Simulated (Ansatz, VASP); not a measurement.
## One calculation of Au, two programs

INCAR

```
PREC     = Accurate       # precision mode
ENCUT    = 520            # plane-wave cutoff, eV
EDIFF    = 1E-7           # SCF threshold, eV
ISMEAR   = 0              # smearing method
SIGMA    = 0.15           # smearing width, eV
LREAL    = False          # projectors in reciprocal space
LASPH    = True           # aspherical terms in the spheres
NELM     = 100            # most SCF steps
ALGO     = Fast           # electronic algorithm
ISIF     = 2              # what is computed and relaxed
LWAVE    = False          # write WAVECAR
LCHARG   = False          # write CHGCAR
GGA      = PS             # functional
NBANDS   = 12             # bands
```

File KPOINTS:

```
Automatic mesh
0
Gamma
  20 20 20
```

Contents of POSCAR:

```
Au
1.0
   -1.6572690000      1.6572690000      1.7898505200
    1.6572690000     -1.6572690000      1.7898505200
    1.6572690000      1.6572690000     -1.7898505200
Au
1
Direct
    0.0000000000      0.0000000000      0.0000000000
```

Input for Ansatz:

```yaml
crystal:
  lattice:
    - [-1.657269, 1.657269, 1.78985052]
    - [1.657269, -1.657269, 1.78985052]
    - [1.657269, 1.657269, -1.78985052]
  atoms:
    - { symbol: Au, position: [0.0, 0.0, 0.0] }
basis:
  ecutwfc: 420
kpoints:
  mp_grid: { grid: [20, 20, 20] }
hamiltonian:
  xc: pbesol
scf:
  occupations: { method: gaussian, width: 0.15 }
output:
  forces: true
  stress: true
  eigenvalues: true
```

Change from the starting cell: strain +0.000 along x and y, +0.080 along z, atoms carried along.

Alike in both runs: task single point; functional PBEsol; k mesh 20 × 20 × 20; occupations gaussian, width 0.15 eV; no spin polarisation.

|  | VASP | Ansatz |
| --- | --- | --- |
| version | VASP 6.6.1 | Ansatz 0.2.0 |
| potentials or method | VASP PAW PBE potentials, release 64 (Au) | scalar-relativistic, plane waves, PAW |
| plane-wave cutoff (eV) | 520 | 420 |
| valence electrons in the cell | 11 | 19 |

Ansatz gave:

```
gap on the k mesh at the Fermi level (eV)       : none
pressure (GPa)                                  : -16.2
largest component of the traceless stress (GPa) : 0.31
```

Question: What did VASP give for the same quantities?

Answer: gap on the k mesh at the Fermi level (eV): none; pressure (GPa): -16.3; largest component of the traceless stress (GPa): 0.31.

A gap of «none» marks a metal or a gap that the smearing closes. With one functional, cell and mesh, what is left measures potentials, basis and numerics. The two sets of potentials don't hold the same shells in valence.

Caveats: so large a pressure means that the cell lies far from this level's equilibrium, or that cutoff or potentials fall short (VASP); the potentials were made for another functional, which shifts forces and pressure (VASP). The runs have no spin-orbit coupling, so splittings on Au are missing.
